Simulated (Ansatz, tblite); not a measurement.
## A script for WSe$_{2}$ (GFN1-xTB)

These are simulated results from tblite 0.8.0, not measurements. The cell was built from a prototype and was relaxed with r2SCAN+rVV10 in plane waves (Ansatz 0.2.0). Not every such cell is a known phase. All runs are without spin polarisation.

Space group R3m (No. 160), trigonal; conventional cell a = 3.302 Å, c = 19.739 Å, 20.71 Å³ an atom. W is surrounded by 6 Se at 2.53 Å; Se is surrounded by 3 W at 2.53 Å.

tblite solves periodic systems at the zone centre alone, so the script builds a cluster of 3×3×1 conventional cells (81 atoms), which folds in a coarse mesh of k points.

run.py reads:

```python
import json
from ase import Atoms
from ase.build import make_supercell
from ase.units import Bohr, GPa, Hartree
from tblite.interface import Calculator

atoms = Atoms(['W', 'Se', 'Se'],
              cell=[[1.651074, 0.953248, 6.579648], [-1.651074, 0.953248, 6.579648], [-0.0, -1.906496, 6.579648]],
              scaled_positions=[[-1.8e-05, -1.8e-05, -1.8e-05], [0.41765, 0.41765, 0.41765], [0.249035, 0.249035, 0.249035]],
              pbc=True)
cluster = make_supercell(atoms, [[0, 3, -3], [3, -3, 0], [-1, -1, -1]])
calc = Calculator('GFN1-xTB', cluster.numbers, cluster.positions / Bohr, lattice=cluster.cell[:] / Bohr, periodic=cluster.pbc)
calc.set('temperature', 0.02 / Hartree)
calc.set('max-iter', 150)
res = calc.singlepoint()
levels = res.get('orbital-energies') * Hartree
nv = round(res.get('orbital-occupations').sum() / 2)
cells = len(cluster) // len(atoms)
out = {'energy_per_cell': res.get('energy') * Hartree / cells, 'homo': levels[nv - 1], 'lumo': levels[nv],
       'stress': (-res.get('virial') * Hartree / cluster.get_volume() / GPa).tolist(), 'charges': res.get('charges')[:len(atoms)].tolist(), 'electrons': 2 * nv / cells}
json.dump(out, open('results.json', 'w'))
for key, value in out.items():
    print(key, value)
```

Command: `python run.py`. It took 6.1 s on 1 thread of Arm Neoverse V1 (shared host), peak memory 0.16 GiB.

What it printed:

```
------------------------------------------------------------
  cycle        total energy    energy error   density error
------------------------------------------------------------
      1     -246.6469519383  -2.4642570E+02   7.0843618E-01
      2     -246.6385916934   8.3602449E-03   4.3386820E-01
      3     -246.1272107018   5.1138099E-01   1.5242031E-01
      4     -246.6554217714  -5.2821107E-01   2.1236002E-02
      5     -246.6587427545  -3.3209830E-03   8.7318116E-03
      6     -246.6597454802  -1.0027257E-03   7.3744384E-04
      7     -246.6597695112  -2.4031023E-05   1.0373256E-04
      8     -246.6597695999  -8.8663768E-08   9.1739551E-05
      9     -246.6597704310  -8.3108725E-07   1.8479393E-05
------------------------------------------------------------

 total:                                   5.469 sec
energy_per_cell -248.5908974029477
homo -7.986772112150088
lumo -5.985510998916477
stress [[-1.476502839717925, -8.083273923727568e-05, 1.6369426118320508e-09], [-8.083273923713667e-05, -1.4765927451855045, -2.5401232430821446e-08], [1.6369425442522126e-09, -2.5401232546108245e-08, -3.9046867482651666]]
charges [0.13651038260069892, -0.06829481733540951, -0.06821113247754756]
electrons 18.0
```

The cycle table is in hartree for the whole cluster, and the lines after it are in eV (the energy for one cell). The printed stress is in GPa and positive in compression, and the pressure is its mean diagonal.

GFN1-xTB gives a gap of 2.00 eV. On the same cell, plane-wave PBE (Ansatz, 10×10×10 k points and the special points) gives a gap of 1.06 eV and r2SCAN a gap of 1.18 eV; on shared hosts these took about 21 and 48 core-seconds on the 3-atom cell, against 6.1 for the script. Spin-orbit coupling, left out in all these runs, can cut or reorder the gap by tenths of an eV, up to about 1 eV with Pb or Bi. xTB was fitted to molecules, so gaps, charges and pressures of solids can be far off, and the gap also depends on the size of the cluster.

The same script was run on cells scaled at fixed shape and fractional coordinates:

```
volume (Å³/atom)  energy (meV/atom)  pressure (GPa, positive in compression)  gap (eV)
           18.23              101.1                                    18.14      2.53
           19.47               11.6                                     5.83      2.24
           20.71                0.0                                    -2.29      2.00
           21.95               40.2                                    -7.72      1.80
           23.20              115.3                                   -11.41      1.63
```

A Birch-Murnaghan fit puts the minimum at 20.31 Å³/atom, 1.9 % below the given cell, with a bulk modulus of 123 GPa at fixed shape.

xTB was fitted mostly to molecules, and a small cluster samples few k points, so gaps, pressures and kinks along a curve can be far from a solid's.

Spin-orbit coupling is left out, which matters wherever the heavy atoms make up the band edges.
